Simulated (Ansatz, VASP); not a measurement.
## One calculation of Mo, two programs

Contents of INCAR:

```
PREC = Accurate ; ENCUT = 520
EDIFF = 1E-6 ; ISMEAR = 0
SIGMA = 0.15 ; LREAL = False
LASPH = True ; NELM = 100
ALGO = Fast ; ISIF = 2
LWAVE = False ; LCHARG = False
GGA = PE ; NBANDS = 13
```

KPOINTS

```
regular mesh
0
Gamma
  22 22 22
```

Contents of POSCAR:

```
Mo
1.0
    0.0000000000      2.3034078664      1.6913923963
    2.3034078664      0.0000000000      1.6913923963
    2.3034078664      2.3034078664      0.0000000000
Mo
1
Direct
    0.0000000000      0.0000000000      0.0000000000
```

Input for Ansatz:

```yaml
crystal:
  lattice:
    - [0.0, 2.3034078664, 1.6913923963]
    - [2.3034078664, 0.0, 1.6913923963]
    - [2.3034078664, 2.3034078664, 0.0]
  atoms:
    - { symbol: Mo, position: [0.0, 0.0, 0.0] }
basis:
  ecutwfc: 420
kpoints:
  mp_grid: { grid: [22, 22, 22] }
hamiltonian:
  xc: pbe
scf:
  occupations: { method: gaussian, width: 0.15 }
output:
  forces: true
  stress: true
  eigenvalues: true
```

Alike in both runs: task single point; functional PBE; k mesh 22 × 22 × 22; occupations gaussian, width 0.15 eV; no spin polarisation.

|  | VASP | Ansatz |
| --- | --- | --- |
| version | VASP 6.6.1 | Ansatz 0.2.0 |
| potentials or method | VASP PAW PBE potentials, release 64 (Mo_sv) | scalar-relativistic, plane waves, PAW |
| plane-wave cutoff (eV) | 520 | 420 |
| valence electrons in the cell | 14 | 14 |

```tsv
	VASP	Ansatz	Ansatz less VASP
gap on the k mesh at the Fermi level (eV)	none	none	-
pressure (GPa)	-24.7	-25.1	-0.36
largest component of the traceless stress (GPa)	5.40	5.40	+0.004
```

A gap of «none» marks a metal or a gap that the smearing closes. With one functional, cell and mesh, what is left measures potentials, basis and numerics.

Caveats: so large a pressure means that the cell lies far from this level's equilibrium, or that cutoff or potentials fall short (VASP).
